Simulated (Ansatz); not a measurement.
# CaF2 (Fluorite): equation of state with BLYP

CaF2 (Fluorite):

```
Ca F
1.0
     0.00000    2.73100    2.73100
     2.73100    0.00000    2.73100
     2.73100    2.73100    0.00000
Ca F
1 2
Cartesian
  0.0000 0.0000 0.0000
  4.0965 4.0965 4.0965
  1.3655 1.3655 1.3655
```

```
Program             : Ansatz 0.2.0
Task                : equation of state
Functional          : BLYP
Potentials or basis : Ansatz PAW
Cutoff              : 420 eV
Density cutoff      : 1680 eV
k mesh              : 8 × 8 × 8
Occupations         : fermi-dirac, width 0.05 eV
Spin                : no spin polarisation
```

The equilibrium volume is 14.25 Å³/atom and the bulk modulus is 76 GPa. The pressure derivative of the bulk modulus is 4.5 (rough: it moves with the points fitted).

Energy against volume, from the lowest point:
```
volume (Å³/atom)  energy (meV/atom)
          12.764              44.14
          13.036              28.30
          13.308              16.20
          13.579               7.74
          13.851               2.46
          14.122               0.00
          14.394               0.07
```

All runs of the series together: 6.7 s on 2 threads of Arm Neoverse V1, with other jobs on the host.

Caveat: the potentials were made for another functional, which shifts forces and pressure. Zero-point motion and thermal expansion aren't in these numbers.
